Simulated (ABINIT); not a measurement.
# GaN (P6_3mc) in ABINIT: further runs, part 2 of 2

ABINIT 10.8.3 (patched build). Earlier steps stand in the parts before.

## 5. Band structure, LDA

Contents of run.abi:

```
# Datasets: ground state, then fixed potential
ndtset 2

# Pseudopotentials
pp_dirpath "./"
pseudos "Ga.LDA_PW-JTH.xml, N.LDA_PW-JTH.xml"

# Structure
acell 6.0093290763 6.0093290763 9.7623251598
rprim
     1.0000000000     0.0000000000     0.0000000000
    -0.5000000000     0.8660254038     0.0000000000
     0.0000000000     0.0000000000     1.0000000000
ntypat 2
znucl 31 7
natom 4
typat 1 1 2 2
xred
     0.6666666667     0.3333333333     0.5000000000
     0.3333333333     0.6666666667     0.0000000000
     0.6666666667     0.3333333333     0.8750000000
     0.3333333333     0.6666666667     0.3750000000

# Plane-wave basis
ecut 25.0
pawecutdg 47.0

# Exchange and correlation
ixc 7

# Bands and occupations
occopt 3
tsmear 0.05 eV

# SCF cycle
nstep 100

# Output
iomode 3
prtwf 0
prteig 0
prtebands 0
prtden1 1

# Dataset 1
kptopt1 1
ngkpt1 10 10 5
nshiftk1 1
shiftk1 0.0 0.0 0.0
nband1 22
tolvrs1 1.0e-9

# Dataset 2: bands along G-M-K-G-A-L-H-A
iscf2 -2
getden2 1
nband2 26
nbdbuf2 2
tolwfr2 1.0e-12
kptopt2 -7
ndivsm2 8
prteig2 1
prtvol2 -3
kptbounds2
     0.0000000000     0.0000000000     0.0000000000
     0.5000000000     0.0000000000     0.0000000000
     0.3333333333     0.3333333333     0.0000000000
     0.0000000000     0.0000000000     0.0000000000
     0.0000000000     0.0000000000     0.5000000000
     0.5000000000     0.0000000000     0.5000000000
     0.3333333333     0.3333333333     0.5000000000
     0.0000000000     0.0000000000     0.5000000000
```

Potentials or basis: JTH PAW LDA v2.0.

Launch:

```
$ abinit run.abi > log 2>&1
```

run.abo:

```text
.Version 10.8.3 of ABINIT
 DATASET    1 : space group P6_3 m c (#186); Bravais hP (primitive hexag.)
================================================================================
 Values of the parameters that define the memory need for DATASET  1.
     intxc =       0    ionmov =       0      iscf =      17    lmnmax =      18
     lnmax =       6     mgfft =      45  mpssoang =       3    mqgrid =    3013
     natom =       4  nloc_mem =       2    nspden =       1   nspinor =       1
    nsppol =       1      nsym =      12    n1xccc =       1    ntypat =       2
    occopt =       3   xclevel =       1
       mpw =        1846          nfft =       40500          nkpt =          42
 PAW method is used; the additional fine FFT grid is defined by:
   mgfftf=        64    nfftf =    102400
================================================================================
================================================================================

 DATASET    2 : space group P6_3 m c (#186); Bravais hP (primitive hexag.)
================================================================================
 Values of the parameters that define the memory need for DATASET  2.
     intxc =       0    ionmov =       0      iscf =      -2    lmnmax =      18
     lnmax =       6     mgfft =      45  mpssoang =       3    mqgrid =    3013
     natom =       4  nloc_mem =       2    nspden =       1   nspinor =       1
    nsppol =       1      nsym =      12    n1xccc =       1    ntypat =       2
    occopt =       3   xclevel =       1
       mpw =        1852          nfft =       40500          nkpt =          91
 PAW method is used; the additional fine FFT grid is defined by:
   mgfftf=        64    nfftf =    102400
================================================================================
================================================================================

--------------------------------------------------------------------------------
------------- Echo of variables that govern the present computation ------------
--------------------------------------------------------------------------------
 -outvars: echo values of preprocessed input variables --------
            acell      6.0093290763E+00  6.0093290763E+00  9.7623251598E+00 Bohr
              amu      6.97230000E+01  1.40067400E+01
             ecut      2.50000000E+01 Hartree
           getden1          0
           getden2          1
             iscf1         17
             iscf2         -2
              ixc           7
           jdtset        1    2
           kptopt1          1
           kptopt2         -7
         kptrlatt       10    0    0      0   10    0      0    0    5
          kptrlen1     4.88116258E+01
          kptrlen2     3.00000000E+01
            natom           4
            nband1         22
            nband2         26
           nbdbuf1          0
           nbdbuf2          2
           ndtset           2
           ndivsm1          0
           ndivsm2          8
            ngfft          30      30      45
          ngfftdg          40      40      64
             nkpt1         42
             nkpt2         91
            nstep         100
             nsym          12
           ntypat           2
           occopt           3
        pawecutdg      4.70000000E+01 Hartree
        prtebands           0
           prteig1          0
           prteig2          1
           prtvol1          0
[... 1203 lines left out ...]
iteration_state: {dtset: 2, }
comment   : Summary of ground state results
lattice_vectors:
- [  6.0093291,   0.0000000,   0.0000000, ]
- [ -3.0046645,   5.2042316,   0.0000000, ]
- [  0.0000000,   0.0000000,   9.7623252, ]
lattice_lengths: [   6.00933,    6.00933,    9.76233, ]
lattice_angles: [ 90.000,  90.000, 120.000, ] # degrees, (23, 13, 12)
lattice_volume:   3.0530638E+02
convergence: {deltae:  0.000E+00, res2:  0.000E+00, residm:  9.993E-13, diffor:  0.000E+00, }
etotal    :  -1.78760879E+02
entropy   :   0.00000000E+00
fermie    :   2.50923704E-01
cartesian_stress_tensor: null
pressure_GPa: null
xred      :
- [  6.6667E-01,   3.3333E-01,   5.0000E-01, Ga]
- [  3.3333E-01,   6.6667E-01,   0.0000E+00, Ga]
- [  6.6667E-01,   3.3333E-01,   8.7500E-01,  N]
- [  3.3333E-01,   6.6667E-01,   3.7500E-01,  N]
cartesian_forces: null
force_length_stats: {min: null, max: null, mean: null, }
...

 Integrated electronic density in atomic spheres:
 ------------------------------------------------
 Atom  Sphere_radius  Integrated_density
    1        2.10359         11.21403304
    2        2.10359         11.21403304
    3        1.20497          2.54397540
    4        1.20497          2.54397540

================================================================================

 ----iterations are completed or convergence reached----

 Mean square residual over all n,k,spin=   52.565E-14; max=  99.933E-14
 reduced coordinates (array xred) for    4 atoms
       0.666666666667      0.333333333333      0.500000000000
       0.333333333333      0.666666666667      0.000000000000
       0.666666666667      0.333333333333      0.875000000000
       0.333333333333      0.666666666667      0.375000000000

 cartesian coordinates (angstrom) at end:
    1      1.58999999891869     0.91798692740371     2.58299999824324
    2     -0.00000000000000     1.83597385480742     0.00000000000000
    3      1.58999999891869     0.91798692740371     4.52024999692566
    4     -0.00000000000000     1.83597385480742     1.93724999868243
 length scales=  6.009329076300  6.009329076300  9.762325159800 bohr
              =  3.179999997837  3.179999997837  5.165999996486 angstroms
 Eigenvalues (hartree) for nkpt=  91  k points:
 kpt#   1, nband= 26, wtk=  1.00000, kpt=  0.0000  0.0000  0.0000 (reduced coord)
  -0.37296   -0.33919   -0.28462   -0.28381   -0.28381   -0.28147   -0.28147   -0.27447
  -0.27447   -0.27065   -0.27065   -0.22024   -0.05242    0.17384    0.17384    0.21110
   0.21342    0.21342    0.28579    0.36726    0.54788    0.57083    0.57083    0.60446
   0.63909    0.63909
 kpt#   2, nband= 26, wtk=  1.00000, kpt=  0.0333  0.0000  0.0000 (reduced coord)
  -0.37254   -0.33909   -0.28457   -0.28375   -0.28368   -0.28143   -0.28139   -0.27450
  -0.27447   -0.27072   -0.27063   -0.21993   -0.05182    0.17052    0.17292    0.20877
   0.21083    0.21306    0.28996    0.37012    0.54703    0.56709    0.57195    0.60528
   0.63658    0.64005
 kpt#   3, nband= 26, wtk=  1.00000, kpt=  0.0667  0.0000  0.0000 (reduced coord)
  -0.37129   -0.33879   -0.28442   -0.28357   -0.28332   -0.28130   -0.28114   -0.27461
  -0.27449   -0.27094   -0.27060   -0.21900   -0.05005    0.16114    0.17027    0.19767
   0.20949    0.21196    0.30019    0.37800    0.54381    0.55793    0.57519    0.60724
   0.63008    0.64279
 kpt#   4, nband= 26, wtk=  1.00000, kpt=  0.1000  0.0000  0.0000 (reduced coord)
  -0.36926   -0.33833   -0.28415   -0.28328   -0.28271   -0.28105   -0.28074   -0.27478
[... 424 lines left out ...]
  -0.35046   -0.35046   -0.28287   -0.28287   -0.28272   -0.28272   -0.27376   -0.27376
  -0.27220   -0.27220   -0.26867   -0.26867    0.07033    0.07033    0.18343    0.18343
   0.19024    0.19024    0.37721    0.37721    0.51384    0.51384    0.58805    0.58805
   0.59517    0.59517
 kpt#  90, nband= 26, wtk=  1.00000, kpt=  0.0196  0.0196  0.5000 (reduced coord)
  -0.35127   -0.35127   -0.28300   -0.28300   -0.28296   -0.28296   -0.27289   -0.27289
  -0.27220   -0.27220   -0.27022   -0.27022    0.07055    0.07055    0.19052    0.19052
   0.19239    0.19239    0.37095    0.37095    0.51902    0.51902    0.58980    0.58980
   0.59163    0.59163
 kpt#  91, nband= 26, wtk=  1.00000, kpt=  0.0000  0.0000  0.5000 (reduced coord)
  -0.35155   -0.35155   -0.28304   -0.28304   -0.28304   -0.28304   -0.27219   -0.27219
  -0.27219   -0.27219   -0.27115   -0.27115    0.07060    0.07060    0.19310    0.19310
   0.19310    0.19310    0.36866    0.36866    0.52089    0.52089    0.59044    0.59044
   0.59044    0.59044

== END DATASET(S) ==============================================================
================================================================================

 -outvars: echo values of variables after computation  --------
            acell      6.0093290763E+00  6.0093290763E+00  9.7623251598E+00 Bohr
           etotal1    -1.7876087927E+02
            fcart1    -7.1692401969E-28 -4.1391627575E-28 -2.4334712041E-03
                       7.1692401969E-28  4.1391627575E-28 -2.4334712041E-03
                      -3.5846200985E-28 -2.0695813788E-28  2.4334712041E-03
                       3.5846200985E-28  2.0695813788E-28  2.4334712041E-03
            rprim      1.0000000000E+00  0.0000000000E+00  0.0000000000E+00
                      -5.0000000000E-01  8.6602540380E-01  0.0000000000E+00
                       0.0000000000E+00  0.0000000000E+00  1.0000000000E+00
           strten1     1.8296066355E-04  1.8296066284E-04  1.1068051438E-04
                       0.0000000000E+00  0.0000000000E+00  0.0000000000E+00
           xangst      1.5899999989E+00  9.1798692740E-01  2.5829999982E+00
                      -3.7217767267E-16  1.8359738548E+00  0.0000000000E+00
                       1.5899999989E+00  9.1798692740E-01  4.5202499969E+00
                      -3.7217767267E-16  1.8359738548E+00  1.9372499987E+00
             xred      6.6666666667E-01  3.3333333333E-01  5.0000000000E-01
                       3.3333333333E-01  6.6666666667E-01  0.0000000000E+00
                       6.6666666667E-01  3.3333333333E-01  8.7500000000E-01
                       3.3333333333E-01  6.6666666667E-01  3.7500000000E-01
 Calculation completed.
```

Wall time 2.5 min (1 thread of Arm Neoverse V1, shared host); peak memory 0.15 GiB.

What came out:

```
Free energy                                           : -4864.3313 eV
Largest force                                         : 0.125 eV/Å
Band gap on the k mesh                                : 1.97 eV, direct
Valence electrons inside the program's atomic spheres : Ga 11.21; N 2.54
```

Forces on the atoms (eV/Å):
```
Ga   0.000  0.000 -0.125
Ga   0.000  0.000 -0.125
N    0.000  0.000  0.125
N    0.000  0.000  0.125
```

Levels at the corners of the path, in eV from the valence-band top:
```
point  band 16  band 17  band 18  band 19  band 20  band 21
    Γ    -0.06     0.00     0.00     1.97     4.19     9.10
    M    -2.82    -2.30    -1.00     4.91     5.52     5.93
    K    -3.08    -3.08    -2.75     4.97     7.73     7.73
    Γ    -0.06     0.00     0.00     1.97     4.19     9.10
    A    -0.55    -0.55    -0.55     4.22     4.22     8.37
    L    -1.99    -1.95    -1.95     4.30     4.30     7.67
    H    -4.29    -1.53    -1.53     6.37     6.37     7.18
    A    -0.55    -0.55    -0.55     4.22     4.22     8.37
```

Caveat: the cutoff is too short for stress, so the log's stress isn't used.

## 6. The runs side by side

| level | potentials or basis | gap on the mesh (eV) | largest force (eV/Å) |
| --- | --- | --- | --- |
| LDA-Teter | JTH PAW LDA v2.0 | 1.97 | 0.13 |
| RPBE | JTH PAW PBE v2.0 | 2.00 | 0.14 |
| WC | JTH PAW PBE v2.0 | 1.89 | 0.13 |
| LDA | JTH PAW LDA v2.0 | 1.97 | 0.13 |

Alike in all rows: task band structure; no spin polarisation; cell as given; k mesh 10 × 10 × 5; cutoff (eV) 680; smearing fermi-dirac 0.05 eV.

Caveats: the PAW data sets were made with another functional, which shifts forces and pressure a little (some runs).

Absolute energies hang on the potentials; compare differences alone.

## 7. Against experiment

Step 2. A measured gap of GaN is 3.503 eV (direct; quoted in “Studying electronic properties in GaN without electrical contacts using γ-γ vs e−-γ Perturbed Angular Correlations”, 2019, pmc:6823545); the calculated 1.97 eV misses it by -1.53 eV. Spin-orbit coupling on Ga is left out. The value is that of LDA-Teter, without temperature or zero-point motion. Semilocal functionals fall short of measured gaps as a rule.

Step 3. Measured gap of GaN: 3.503 eV (direct; quoted in “Studying electronic properties in GaN without electrical contacts using γ-γ vs e−-γ Perturbed Angular Correlations”, 2019, pmc:6823545). This calculation gives 2.00 eV (-1.51 eV). Spin-orbit coupling on Ga is left out. The value is that of RPBE, without temperature or zero-point motion. Semilocal functionals fall short of measured gaps as a rule.

Step 4. A measured gap of GaN is 3.503 eV (direct; quoted in “Studying electronic properties in GaN without electrical contacts using γ-γ vs e−-γ Perturbed Angular Correlations”, 2019, pmc:6823545); the calculated 1.89 eV misses it by -1.61 eV. Spin-orbit coupling on Ga is left out. The value is that of WC, without temperature or zero-point motion. Semilocal functionals fall short of measured gaps as a rule.

Step 5. A measured gap of GaN is 3.503 eV (direct; quoted in “Studying electronic properties in GaN without electrical contacts using γ-γ vs e−-γ Perturbed Angular Correlations”, 2019, pmc:6823545); the calculated 1.97 eV misses it by -1.53 eV. Spin-orbit coupling on Ga is left out. The value is that of LDA, without temperature or zero-point motion. Semilocal functionals fall short of measured gaps as a rule.
